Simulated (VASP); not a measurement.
Here is a VASP 6.6.1 calculation.

The input POSCAR:

```
As
1.0
    2.7036817444      0.0000000000      0.0000000000
    0.0000000000      2.7036817444      0.0000000000
    0.0000000000      0.0000000000      2.7036817444
As
1
Direct
    0.5000000000      0.5000000000      0.5000000000
```

Contents of INCAR.step1:

```
SYSTEM = As
PREC = Accurate ; ENCUT = 550
EDIFF = 1E-5 ; ISMEAR = -1
SIGMA = 0.02 ; LREAL = .False.
LASPH = .True. ; NELM = 100
ALGO = Normal ; ISIF = 2
LWAVE = .True. ; LCHARG = .False.
LNONCOLLINEAR = .True. ; MAGMOM = 0 0 0
LORBIT = 11 ; LSORBIT = .True.
GGA_COMPAT = .False. ; NBANDS = 16
GGA = PE
```

The input INCAR.step2:

```
SYSTEM = As
PREC = Accurate ; ENCUT = 550
EDIFF = 1E-7 ; ISMEAR = -1
SIGMA = 0.02 ; LREAL = .False.
LASPH = .True. ; NELM = 100
ALGO = Normal ; ISIF = 2
LWAVE = .False. ; LCHARG = .False.
LNONCOLLINEAR = .True. ; MAGMOM = 0 0 0
LORBIT = 11 ; LSORBIT = .True.
GGA_COMPAT = .False. ; GGA = PE
LHFCALC = .True. ; HFSCREEN = 0.3
PRECFOCK = Normal ; IVDW = 11
VDW_S6 = 1.0 ; VDW_S8 = 1.0156
VDW_SR = 1.3944 ; VDW_SR8 = 1.0
NBANDS = 16 ; ISTART = 1
```

Contents of KPOINTS:

```
Automatic mesh
0
Gamma
  5 5 5
  0 0 0
```

Potentials or basis: VASP PAW PBE potentials, release 64 (As_GW).

The run is started by

```console
$ cat potpaw_PBE.64/As_GW/POTCAR > POTCAR
$ cp INCAR.step1 INCAR
$ mpirun -np 1 vasp_ncl > vasp.out
$ cp INCAR.step2 INCAR
$ mpirun -np 1 vasp_ncl > vasp.out
```

Problem. What does it give for the dispersion energy per atom?

Solution. -0.276 eV.

Problem. Estimate the pressure.

Solution. -1.3 GPa.

Caveat: the k mesh is coarse (spacing up to 0.46 Å⁻¹), so the values aren't converged, least of all with exact exchange; the PAW data sets were made with another functional, which shifts forces and pressure a little.
